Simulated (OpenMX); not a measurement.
MnSi:

```
Mn Si
1.0
     0.00000    2.52722    2.52722
     2.52722    0.00000    2.52722
     2.52722    2.52722    0.00000
Mn Si
1 1
Direct
  0.00000 0.00000 0.00000
  0.25000 0.25000 0.25000
```

The cell was built by a generator and needn't be a form met in nature.

Alike in all runs: program OpenMX 3.8.5; functional PBE; potentials or basis OpenMX 2013 PBE set, Mn6.0-s3p2d2, Si7.0-s2p2d1, grid cutoff 400 Ry; k mesh 7 × 7 × 7; occupations fermi-dirac, width 0.05 eV.

Starts and where they ended:

```tsv
start	free energy over the lowest (meV/atom)	net moment (μB)	site or absolute moments (μB)	gap
collinear spin, ferromagnetic start of up to 5.5 μB	0.0	2.08	Mn +2.38; Si -0.30	none (metal or under the smearing width)
collinear spin, ferromagnetic start of up to 4 μB	0.0	2.08	Mn +2.38; Si -0.30	none (metal or under the smearing width)
collinear spin, zero start	195.1	0.00	-	none (metal or under the smearing width)
```

The spin-polarised runs without a constraint all converged, yet they end up to 195 meV/atom apart: a converged run can sit in a state that isn't the lowest. A still lower state may exist.

Caveats: the cell is far from rest, so the order of the states can change on relaxing; the basis of atomic orbitals isn't converged, which shifts pressures, moduli and gaps.
